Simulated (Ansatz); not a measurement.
Runs of Ansatz 0.2.0 on Ga. The structure is monoclinic, space group P2_1/m (No. 11). The conventional cell has a = 2.778 Å, b = 3.282 Å, c = 4.210 Å, α = 90.00°, β = 108.61°, γ = 90.00°. Ga (site symmetry m) is surrounded by 8 Ga at 2.71 to 2.84 Å. This isn't the form of Ga at room conditions, which is orthorhombic.

```csv
task,level,cell,cutoff (eV),gap on the mesh (eV),pressure (GPa),relaxed volume (Å³/atom),largest force (eV/Å)
single point,r2SCAN0,as given,500,none,(b),-,(a)
single point,r2SCANh,as given,500,none,-0.2,-,0.05
relaxation of cell and atoms,HSE03,relaxed,420,none,0.0,18.80,-
relaxation of cell and atoms,HF,relaxed,420,none,0.0,20.75,-
```

Alike in all rows: potentials or basis Ansatz PAW; no spin polarisation; k mesh 5 × 4 × 4; smearing fermi-dirac 0.05 eV; the mesh is coarse, so values aren't converged.

Question: Fill in the values left out.

Answer: (a) 0.06; (b) -0.4.

Caveats: all runs use coarse meshes; the PAW data sets come from PBE, with cores solved anew for the run's functional, which leaves a small shift of forces and pressure; the thresholds are loose for stress (some runs); the plane-wave basis is chosen anew once the cell has moved, so the energies of steps on either side of that aren't comparable (some runs).

A k mesh can miss the band edges, and the runs leave out spin-orbit coupling on Ga.

A gap of «none» marks a metal or a gap under the smearing width.
